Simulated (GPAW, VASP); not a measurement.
This is a calculation of PbF2 (Fluorocronite) for VASP 6.6.1. 

The input INCAR:

```
  ALGO = Normal
  EDIFF = 1E-6
  ENCUT = 520
  GGA = RP
  ISIF = 2
  ISMEAR = 0
  LASPH = True
  LCHARG = True
  LELF = True
  LREAL = False
  LVHAR = True
  LWAVE = False
  NELM = 60
  PREC = Accurate
  SIGMA = 0.05
```

File KPOINTS:

```
k-points
0
Gamma
  8 8 8
```

File POSCAR:

```
PbF2
1.0
    0.0000000000      2.9636600000      2.9636600000
    2.9636600000      0.0000000000      2.9636600000
    2.9636600000      2.9636600000      0.0000000000
Pb F
1 2
Direct
    0.0000000000      0.0000000000      0.0000000000
    0.7500000000      0.7500000000      0.7500000000
    0.2500000000      0.2500000000      0.2500000000
```

Potentials or basis: VASP PAW PBE potentials, release 64 (Pb_d, F).

Launch:

```console
$ cat potpaw_PBE.64/Pb_d/POTCAR potpaw_PBE.64/F/POTCAR > POTCAR
$ mpirun -np 1 vasp_std > vasp.out
```

Problem. What does the same run look like in GPAW 26.7.0 (ASE script)? Potentials or basis there: the program's PAW data sets (release 1.2.1) made for this functional, cutoff 800 eV.

Solution. As run (cutoffs and basis follow the program's own potentials, and thresholds, step limits or extra output files can differ):

The input run.py:

```python
from ase import Atoms
from ase.dft.bandgap import bandgap
from ase.io import write
from ase.units import GPa
from gpaw import GPAW, PW

atoms = Atoms(['Pb', 'F', 'F'],
              cell=[[0.0, 2.96366, 2.96366],
                    [2.96366, 0.0, 2.96366],
                    [2.96366, 2.96366, 0.0]],
              scaled_positions=[[0.0, 0.0, 0.0],
                                [0.75, 0.75, 0.75],
                                [0.25, 0.25, 0.25]],
              pbc=True)

calc = GPAW(mode=PW(800),
            xc='RPBE',
            kpts={'size': (8, 8, 8), 'gamma': True},
            occupations={'name': 'methfessel-paxton', 'order': 0, 'width': 0.05},
            nbands=25,
            convergence={'density': 1e-05, 'energy': 1e-05},
            maxiter=150,
            txt='gpaw.txt')
atoms.calc = calc
energy = atoms.get_potential_energy()
forces = atoms.get_forces()
stress = atoms.get_stress()
calc.write('gs.gpw')
write('result.traj', atoms)
print(f'Energy: {energy:.6f} eV')
print('Forces (eV/A):')
print(forces.round(4))
print('Stress (GPa):', (stress / GPa).round(3))
print('Fermi level:', round(calc.get_fermi_level(), 4), 'eV')
print(f'Gap: {bandgap(calc)[0]:.4f} eV, direct: {bandgap(calc, direct=True)[0]:.4f} eV')
```

Potentials or basis: the program's PAW data sets (release 1.2.1) made for this functional, pw.

Run with:

```console
$ OMP_NUM_THREADS=1 python run.py
```

Both were run:

|  | VASP | GPAW |
| --- | --- | --- |
| Pressure | 5.7 GPa | 4.6 GPa |

VASP's potentials were made for PBE.

Pressure is positive in compression.
